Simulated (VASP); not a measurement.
# CdTe (F-43m) in VASP: further runs, part 2 of 2

VASP 6.6.1.

### 5 Relaxation of cell and atoms, PBEsol, target pressure 10 GPa, at which the enthalpy is minimised

This run uses another cell than the first one, of 32.92 Å³/atom, 0.964 times its volume.

INCAR

```
ALGO     = Normal         # electronic algorithm
EDIFF    = 1E-6           # SCF threshold, eV
EDIFFG   = -0.02          # ionic threshold
ENCUT    = 600            # plane-wave cutoff, eV
GGA      = PS             # functional
IBRION   = 2              # ionic algorithm
ISIF     = 3              # what is computed and relaxed
ISMEAR   = -1             # smearing method
LASPH    = True           # aspherical terms in the spheres
LCHARG   = False          # write CHGCAR
LREAL    = False          # projectors in reciprocal space
LWAVE    = False          # write WAVECAR
NELM     = 60             # most SCF steps
NSW      = 80             # ionic steps
PREC     = Accurate       # precision mode
PSTRESS  = 100.0        
SIGMA    = 0.05           # smearing width, eV
```

KPOINTS

```
k-points
0
Gamma
  7 7 7
```

POSCAR

```
CdTe
1.0
    0.0000000000      3.2050000000      3.2050000000
    3.2050000000      0.0000000000      3.2050000000
    3.2050000000      3.2050000000      0.0000000000
Te Cd
1 1
Direct
    0.7500000000      0.7500000000      0.7500000000
    0.0000000000      0.0000000000      0.0000000000
```

Potentials or basis: VASP PAW PBE potentials, release 64 (Te, Cd).

The run is started by

```sh
$ cat potpaw_PBE.64/Te/POTCAR potpaw_PBE.64/Cd/POTCAR > POTCAR
$ mpirun -np 1 vasp_std > vasp.out
```

OUTCAR:

```text
EDIFF = 1E-6
   EDIFFG = -0.02
   ENCUT = 600
   GGA = PS
   IBRION = 2
   ISIF = 3
   ISMEAR = -1
   LASPH = True
   LREAL = False
   NELM = 60
   NSW = 80
   PREC = Accurate
   PSTRESS = 100.0

 ion  position               nearest neighbor table
   1  0.750  0.750  0.750-   2 2.78   2 2.78   2 2.78   2 2.78
   2  0.000  0.000  0.000-   1 2.78   1 2.78   1 2.78   1 2.78

  LATTYP: Found a face centered cubic cell.
 ALAT       =     6.4100000000

  Lattice vectors:

 A1 = (   0.0000000000,   3.2050000000,   3.2050000000)
 A2 = (   3.2050000000,   0.0000000000,   3.2050000000)
 A3 = (   3.2050000000,   3.2050000000,   0.0000000000)

Analysis of symmetry for initial positions (statically):
=====================================================================
 Subroutine PRICEL returns:
 Original cell was already a primitive cell.

 Routine SETGRP: Setting up the symmetry group for a
 face centered cubic supercell.

 Subroutine GETGRP returns: Found 24 space group operations
 (whereof 24 operations were pure point group operations)
 out of a pool of 48 trial point group operations.

The static configuration has the point symmetry T_d .

Analysis of symmetry for dynamics (positions and initial velocities):
=====================================================================
 Subroutine PRICEL returns:
 Original cell was already a primitive cell.

 Routine SETGRP: Setting up the symmetry group for a
 face centered cubic supercell.

 Subroutine GETGRP returns: Found 24 space group operations
 (whereof 24 operations were pure point group operations)
 out of a pool of 48 trial point group operations.

The dynamic configuration has the point symmetry T_d .

 Subroutine INISYM returns: Found 24 space group operations
 (whereof 24 operations are pure point group operations),
 and found     1 'primitive' translations

----------------------------------------------------------------------------------------

                                     Primitive cell

  volume of cell :      65.8437
[... 114 lines left out ...]
   LRPA    =     F    only Hartree local field effects (RPA)
 conjugate gradient relaxation of ions
 non-spin polarized calculation
  energy-cutoff  :      600.00
  volume of cell :       65.84
 maximum number of plane-waves:      2213
   NGX = 19   NGY = 19   NGZ = 19

--------------------------------------- Ionic step        1  -------------------------------------------

 number of electron      17.9999995 magnetization

 Free energy of the ion-electron system (eV)
  ---------------------------------------------------
  ext. energy  EPLUGINS =         0.00000000
  ---------------------------------------------------
  free energy    TOTEN  =        -5.47264308 eV

  energy without entropy =       -5.47263834  energy(sigma->0) =       -5.47264071

------------------------ aborting loop because EDIFF is reached ----------------------------------------

  FORCE on cell =-STRESS in cart. coord.  units (eV):
  Direction    XX          YY          ZZ          XY          YZ          ZX
  --------------------------------------------------------------------------------------
  -------------------------------------------------------------------------------------
  Total        0.7474553      0.7474553      0.7474553      0.0000000      0.0000000     -0.0000000
  in kB       18.1878657     18.1878657     18.1878657      0.0000000      0.0000000     -0.0000000
  external PRESSURE =     -81.8121343 kB  Pullay stress =     100.0000000 kB
[... 25 lines left out ...]
--------------------------------------- Ionic step        2  -------------------------------------------

 number of electron      17.9999999 magnetization

 E-fermi :   6.1662     XC(G=0): -10.1126

 val. band max:        5.3733892870   @ k =   0.0000   0.0000   0.0000
 cond. band min:       6.9118570933   @ k =   0.0000   0.0000   0.0000
 fundamental gap:      1.5384678063
 Fermi energy:         6.1662455600

 k-point     1 :       0.0000    0.0000    0.0000
  band No.  band energies     occupation
      1      -7.9799      2.00000
      2      -4.4046      2.00000
      3      -4.4046      2.00000
      4      -4.4046      2.00000
      5      -3.8626      2.00000
      6      -3.8626      2.00000
      7       5.3734      2.00000
      8       5.3734      2.00000
      9       5.3734      2.00000
     10       6.9119      0.00000
     11       9.5418      0.00000
     12       9.5418      0.00000
     13       9.5418      0.00000
[... 377 lines left out ...]
--------------------------------------- Ionic step        4  -------------------------------------------

 number of electron      17.9999997 magnetization

 Free energy of the ion-electron system (eV)
  ---------------------------------------------------
  ext. energy  EPLUGINS =         0.00000000
  ---------------------------------------------------
  free energy    TOTEN  =        -5.21445887 eV

  energy without entropy =       -5.21445872  energy(sigma->0) =       -5.21445880

 E-fermi :   4.3803     XC(G=0):  -9.4894

 val. band max:        3.7828148513   @ k =   0.0000   0.0000   0.0000
 cond. band min:       4.9207947430   @ k =   0.0000   0.0000   0.0000
 fundamental gap:      1.1379798917
 Fermi energy:         4.3803135560

 k-point     1 :       0.0000    0.0000    0.0000
  band No.  band energies     occupation
      1      -8.4653      2.00000
      2      -5.1654      2.00000
      3      -5.1654      2.00000
      4      -5.1654      2.00000
      5      -4.7653      2.00000
      6      -4.7653      2.00000
      7       3.7828      1.99999
      8       3.7828      1.99999
      9       3.7828      1.99999
     10       4.9208      0.00004
     11       8.1682      0.00000
     12       8.1682      0.00000
     13       8.1682      0.00000
[... 335 lines left out ...]
  energy  without entropy=       -5.2144587238  energy(sigma->0) =       -5.21445880

  enthalpy is  TOTEN    =        -1.5793702126 eV   P V=        3.6350886584

 reached required accuracy - stopping structural energy minimisation
```

CONTCAR:

```text
CdTe
   1.00000000000000
     0.0000000000000000    3.0765586459598975    3.0765586459598975
     3.0765586459598975    0.0000000000000000    3.0765586459598975
     3.0765586459598975    3.0765586459598975    0.0000000000000000
  Te              Cd
     1     1
Direct
     0.7500000000000000    0.7500000000000000    0.7500000000000000
     0.0000000000000000    0.0000000000000000    0.0000000000000000

  0.00000000E+00  0.00000000E+00  0.00000000E+00
  0.00000000E+00  0.00000000E+00  0.00000000E+00
```

Run time: 2.4 min. Hardware: 1 thread of AMD EPYC 7R13, shared host; peak memory 0.19 GiB.

Results:

| Property | Result |
| --- | --- |
| Free energy | -5.2145 eV |
| Relaxed volume | 29.12 Å³/atom |
| Relaxed cell | a = 4.351 Å, b = 4.351 Å, c = 4.351 Å, α = 60.00°, β = 60.00°, γ = 60.00° |
| Space group after relaxing (to 0.05 Å) | F-43m (No. 216) |
| Energy change on relaxing (the enthalpy is what falls) | +129.1 meV/atom |
| Ionic steps | 4 |
| Pressure after relaxing | 10.0 GPa |
| Band gap on the k mesh | 1.14 eV, direct |

Step by step:
| step | energy change (eV) | largest force (eV/Å) | pressure (GPa) | volume (Å³) |
| --- | --- | --- | --- | --- |
| 1 | 0.0000 | 0.0000 | 1.82 | 65.84 |
| 2 | 0.9947 | 0.0000 | 24.62 | 51.09 |
| 3 | 0.2488 | 0.0000 | 9.74 | 58.39 |
| 4 | 0.2582 | 0.0000 | 9.95 | 58.24 |

Final structure:
```
Te Cd
1.0
     0.00000    3.07656    3.07656
     3.07656    0.00000    3.07656
     3.07656    3.07656    0.00000
Te Cd
1 1
Cartesian
  4.6148 4.6148 4.6148
  0.0000 0.0000 0.0000
```

Levels at points of the mesh, in eV from the valence-band top:
```csv
k point,band 7,band 8,band 9,band 10,band 11,band 12
"(0.00, 0.00, 0.00)",0.00,0.00,0.00,1.14,4.39,4.39
```

Caveat: the cell is relaxed towards a set pressure, so the enthalpy falls and the energy may rise; the PAW data sets were made with another functional, which shifts forces and pressure a little; spin-orbit coupling is left out, which moves the levels of the heavy elements.

### 6 Relaxation of cell and atoms, PBEsol, target pressure 20 GPa, at which the enthalpy is minimised

This run uses another cell than the first one, of 32.92 Å³/atom, 0.964 times its volume.

INCAR

```
SYSTEM = CdTe
PREC = Accurate
ENCUT = 600
EDIFF = 1E-7
ISMEAR = -1
SIGMA = 0.05
LREAL = .FALSE.
LASPH = .TRUE.
NELM = 100
ALGO = Normal
ISIF = 3
LWAVE = .FALSE.
LCHARG = .FALSE.
GGA = PS
IBRION = 2
NSW = 80
EDIFFG = -0.02
PSTRESS = 200.0
```

KPOINTS

```
regular mesh
0
G
  7 7 7
  0 0 0
```

POSCAR is that of step 5.

Potentials or basis: VASP PAW PBE potentials, release 64 (Te, Cd).

The run is started by

```sh
$ cat potpaw_PBE.64/Te/POTCAR potpaw_PBE.64/Cd/POTCAR > POTCAR
$ mpirun -np 1 vasp_std > vasp.out
```

Wall time 3.7 min (1 thread of AMD EPYC 7R13, shared host); peak memory 0.2 GiB.

Results (log left out):

| Item | Value |
| --- | --- |
| Free energy | -4.7265 eV |
| Relaxed volume | 26.44 Å³/atom |
| Relaxed cell | a = 4.213 Å, b = 4.213 Å, c = 4.213 Å, α = 60.00°, β = 60.00°, γ = 60.00° |
| Space group after relaxing (to 0.05 Å) | F-43m (No. 216) |
| Energy change on relaxing (the enthalpy is what falls) | +373.1 meV/atom |
| Ionic steps | 5 |
| Pressure after relaxing | 20.0 GPa |
| Band gap on the k mesh | 1.44 eV, direct |

The path:
| step | energy change (eV) | largest force (eV/Å) | pressure (GPa) | volume (Å³) |
| --- | --- | --- | --- | --- |
| 1 | 0.0000 | 0.0000 | 1.82 | 65.84 |
| 2 | 6.5968 | 0.0000 | 120.52 | 36.27 |
| 3 | 0.5970 | 0.0000 | 17.14 | 54.17 |
| 4 | 0.6898 | 0.0000 | 18.94 | 53.34 |
| 5 | 0.7462 | 0.0000 | 20.01 | 52.88 |

Final structure:
```xyz
2
Lattice="0.0000 2.9791 2.9791 2.9791 0.0000 2.9791 2.9791 2.9791 0.0000" Properties=species:S:1:pos:R:3 pbc="T T T"
Te    4.4686    4.4686    4.4686
Cd    0.0000    0.0000    0.0000
```

Levels at points of the mesh, in eV from the valence-band top:
```csv
k point,band 7,band 8,band 9,band 10,band 11,band 12
"(0.00, 0.00, 0.00)",0.00,0.00,0.00,1.44,4.23,4.23
```

Caveat: the cell is relaxed towards a set pressure, so the enthalpy falls and the energy may rise; the volume moved by over 15 % at a fixed basis, so the end points are rough; the PAW data sets were made with another functional, which shifts forces and pressure a little; spin-orbit coupling is left out, which moves the levels of the heavy elements. A hybrid or GW would open this gap; PBEsol tends to underestimate it.

### 7 The runs side by side

```csv
task,cell,cutoff (eV),gap on the mesh (eV),pressure (GPa)
single point,"a = 4.589 Å, angles 60.0°, 2 atoms",520,0.65,0.2
relaxation of cell and atoms,"relaxed from a = 4.533 Å, angles 60.0°, 2 atoms",600,0.64,0.0
relaxation of cell and atoms,"relaxed to 5 GPa from a = 4.533 Å, angles 60.0°, 2 atoms",600,0.93,5.0
relaxation of cell and atoms,"relaxed to 10 GPa from a = 4.533 Å, angles 60.0°, 2 atoms",600,1.14,10.0
relaxation of cell and atoms,"relaxed to 20 GPa from a = 4.533 Å, angles 60.0°, 2 atoms",600,1.44,20.0
```

Alike in all rows: level PBEsol; potentials or basis VASP PAW PBE potentials, release 64 (Te, Cd); no spin polarisation; k mesh 7 × 7 × 7; smearing fermi-dirac 0.05 eV.

Caveats: the PAW data sets were made with another functional, which shifts forces and pressure a little; spin-orbit coupling is left out, which moves the levels of the heavy elements; the cell is relaxed towards a set pressure, so the enthalpy falls and the energy may rise (some runs); the volume moved by over 15 % at a fixed basis, so the end points are rough (some runs).

Absolute energies hang on the potentials; compare differences alone.

### 8 How close it comes

Step 2. Measured gap of CdTe: 1.607 eV (0 K; a printed reference work, data compilation). This calculation gives 0.65 eV (-0.96 eV). Spin-orbit coupling on Cd, Te is left out. The value is that of PBEsol, without temperature or zero-point motion. Semilocal functionals fall short of measured gaps as a rule.
